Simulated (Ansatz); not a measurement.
# SiC (Moissanite 3C, F-43m): relaxing the cell for a phonon run

Wanted: the relaxed cell of SiC (Moissanite 3C, F-43m).

Program: Ansatz 0.2.0. Level of theory: DFT LDA, scalar-relativistic, plane waves, PAW; PAW set soft_1. Results are calculated unless marked as measured.

**Measured values to reproduce.**

For SiC, 3C polytype (zincblende) (single crystals from silicon oxide and carbon black reaction at 2800 K, annealed in air), “On melting of silicon carbide under pressure” (2012, arxiv:1210.3244) quotes earlier work: lattice constant a (a of cubic 3C-SiC starting crystals) 4.357 Å [Starting-material characterisation; no method, uncertainty or temperature given].

This is a report of a sequence of runs, with most program output left out.

**1. Set-up**

The structure is cubic, space group F-43m (No. 216). Conventional cell: a = 4.358 Å, b = 4.358 Å, c = 4.358 Å, α = 90.00°, β = 90.00°, γ = 90.00°. Nearest to Si lie 4 C at 1.89 Å. Nearest to C lie 4 Si at 1.89 Å. Farther neighbours are not listed.

**2. A coarse first look**

A quick single point on a coarse mesh tells whether the cell has a gap and how far it is from rest, which sets the k mesh and smearing that follow.

Contents of input.yaml:

```yaml
crystal:
  lattice:
    - [0.0, 2.179, 2.179]
    - [2.179, 0.0, 2.179]
    - [2.179, 2.179, 0.0]
  atoms:
    - { symbol: Si, position: [0.0, 0.0, 0.0] }
    - { symbol: C, position: [0.25, 0.25, 0.25] }
kpoints:
  mp_grid: { grid: [8, 8, 8] }
hamiltonian:
  xc: lda
  pseudopotentials: { kind: paw, azcp: { folder: soft_1 }, xc_functional: pbe }
scf:
  occupations: { method: gaussian, width: 0.1 }
output:
  forces: true
  stress: true
  eigenvalues: true
```

Run with:

```console
$ ansatz run input.yaml --threads 4 --pin off --max-ram 10240MiB --backend cpu --events-out ev --progress --plain --runs-dir out
```

Wall time 0.28 s (4 threads of Arm Neoverse V2, shared host); peak memory 0.3 GiB; 0.75 s of CPU time.

This step gave:

```yaml
pressure: -4.416 GPa
gap_on_the_k_mesh: 1.316 eV
volume_per_atom: 10.35 Å³
direct_gap_on_mesh: 4.514 eV
```

The coarse mesh shows a gap of 1.32 eV and a pressure of -4.4 GPa.

**3. Bringing the structure to rest**

The cell and atoms are relaxed, since residual forces and stress would shift the frequencies.

input.yaml, the sections that differ from step 2:

```yaml
kpoints:
  mp_grid: { grid: [10, 10, 10] }
scf:
  occupations: { method: gaussian, width: 0.02 }
relax:
  adjacent_minimum: "off"
  f_tol: 0.005
  max_steps: 80
  cell: { stress_tol: 0.05 }
# crystal, hamiltonian, output: as in step 2
```

Elapsed: 1.5 s, on 4 threads; peak memory 0.33 GiB; 5 s of CPU time.

Relaxation path:

| step | energy less that of the first step (eV) | largest force component (eV/Å) | pressure (GPa) | volume (Å³) |
| --- | --- | --- | --- | --- |
| 1 | 0.0000 | 0.0000 | -4.42 | 20.69 |
| 2 | -0.0047 | 0.0000 | -2.11 | 20.47 |
| 3 | -0.0062 | 0.0000 | 0.06 | 20.28 |
| 4 | -0.0062 | 0.0000 | 0.00 | 20.29 |
| 5* | -0.0057 | 0.0000 | -0.04 | 20.29 |

Relaxation steps marked * repeat the geometry before them on a plane-wave basis chosen anew for their cell, so energy and pressure can jump there.

Forces are held to the 24 operations that the run works with; a distortion that breaks them can't arise in this run.

| conventional cell, symmetrised | before | after | change |
| --- | --- | --- | --- |
| a (Å) | 4.358 | 4.329 | -0.7 % |
| b (Å) | 4.358 | 4.329 | -0.7 % |
| c (Å) | 4.358 | 4.329 | -0.7 % |
| volume (Å³/atom) | 10.35 | 10.14 | -2.0 % |

Final coordinates:

```
Si C
1.0
     0.00000    2.16466    2.16466
     2.16466    0.00000    2.16466
     2.16466    2.16466    0.00000
Si C
1 1
Direct
  0.00000 0.00000 0.00000
  0.25000 0.25000 0.25000
```

This step gave:

```
pressure           : -0.04065 GPa
gap on the k-mesh  : 1.301 eV
volume per atom    : 10.14 Å³
direct gap on mesh : 4.537 eV
```

In this step the volume went from 10.35 to 10.14 Å³/atom.

**4. Relaxing to small forces for the phonons**

Phonons need a cell at rest on their own settings, so the relaxation is repeated with tight tolerances on forces and stress on the k mesh and occupations of the first response run.

input.yaml, the sections that differ from step 3:

```yaml
crystal:
  lattice:
    - [0.0, 2.1646624558, 2.1646624558]
    - [2.1646624558, 0.0, 2.1646624558]
    - [2.1646624558, 2.1646624558, 0.0]
  atoms:
    - { symbol: Si, position: [0.0, 0.0, 0.0] }
    - { symbol: C, position: [0.25, 0.25, 0.25] }
kpoints:
  mp_grid: { grid: [12, 12, 12] }
scf:
  occupations: { method: fixed }
relax:
  adjacent_minimum: "off"
  f_tol: 0.001
  max_steps: 60
  cell: { stress_tol: 0.01 }
# hamiltonian, output: as in step 3
```

Run time: 1.5 s. Hardware: 4 threads; peak memory 0.34 GiB.

Little changed from the start: no atom moved by 0.005 Å and no cell edge by 0.1 %.

Numbers from this step:

```
pressure : -4.10e-5 GPa
```

The forces vanish by symmetry and the pressure is 0.000 GPa, within the tolerances set. The cell now holds 10.14 Å³/atom.

**5. Outcome**

```yaml
space_group_after_relaxation_within_0p01_a: F-43m
lattice_constant_a: 4.329 Å
lattice_constant_b: 4.329 Å
lattice_constant_c: 4.329 Å
volume_per_atom: 10.1 Å³
gap_on_the_k_mesh: 1.30 eV
```

**Reading.** The forces vanish by symmetry and the pressure is 0.000 GPa, within the tolerances set. The cell now holds 10.14 Å³/atom. The relaxation keeps the symmetry of its start, so it says nothing on stability against lower symmetry. The PAW files were made for PBE and serve the other functionals too.

Comparison with the measured values:

| quantity | measured | LDA, PAW; PAW set soft_1 |
| --- | --- | --- |
| lattice constant a (Å) | 4.357 | 4.329 (-0.6 %) |

Measured values from arxiv:1210.3244 (2012).

Verdict: The lattice constant a is off by -0.6 %: good agreement. The grades are ours: good and fair within 0.7 and 1.5 % for the lattice constant a. For lattice constants the calculation has a static lattice, without zero-point motion or thermal expansion.

[Logs are printed without paths, hosts, clocks, repeated set-up lines and the standing remarks that a program may print on its own settings, such as how far it seeks lower states.]

[Hosts, paths, dates, database ids (printed as entryN), source tags and the programs' standing remarks are cut or masked in the printed files.]
